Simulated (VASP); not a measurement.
Runs of VASP 6.6.1 on MgSe. Symmetry: Fm-3m, No. 225, cubic system. The conventional cell has a = 5.451 Å, b = 5.451 Å, c = 5.451 Å, α = 90.00°, β = 90.00°, γ = 90.00°. Se (site symmetry m-3m) has 6 Mg at 2.73 Å as nearest neighbours. Mg (site symmetry m-3m) has 6 Se at 2.73 Å as nearest neighbours. 

```csv
task,level,potentials or basis,cell,k mesh,cutoff (eV),smearing,k mesh for the DOS,grid for exact exchange (PRECFOCK),exchange at q = 0,cutoff of the response function,frequency points,mesh quality,gap on the mesh (eV),pressure (GPa)
single point,PBE,"VASP PAW PBE potentials, release 64 (Se_GW, Mg_GW)",as given,4 × 4 × 4,400,gaussian 0.02 eV,-,-,-,-,-,coarse,1.77,2.3
single point,PBEsol,"VASP PAW PBE potentials, release 64 (Se, Mg_pv)",as given,8 × 8 × 8,520,gaussian 0.02 eV,-,-,-,-,-,not flagged,1.77,0.0
density of states,SCAN0+rVV10,"VASP PAW PBE potentials, release 64 (Se, Mg)",as given,4 × 4 × 4,520,tetrahedron,-,Normal,truncated,-,-,coarse,3.75,(b)
core levels,rSCAN+D3(BJ),"VASP PAW PBE potentials, release 64 (Se, Mg)",as given,8 × 8 × 8,520,gaussian 0.05 eV,-,-,-,-,-,not flagged,(a),-1.3
```

Alike in all rows: no spin polarisation.

Question: Fill in the values left out.

Answer: (a) 2.41; (b) -0.7.

Caveats: some runs use coarse meshes; the PAW data sets were made with another functional, which shifts forces and pressure a little (some runs).

A k mesh can miss the band edges, and the runs leave out spin-orbit coupling on Se.

The runs don't all hold the same shells in valence.
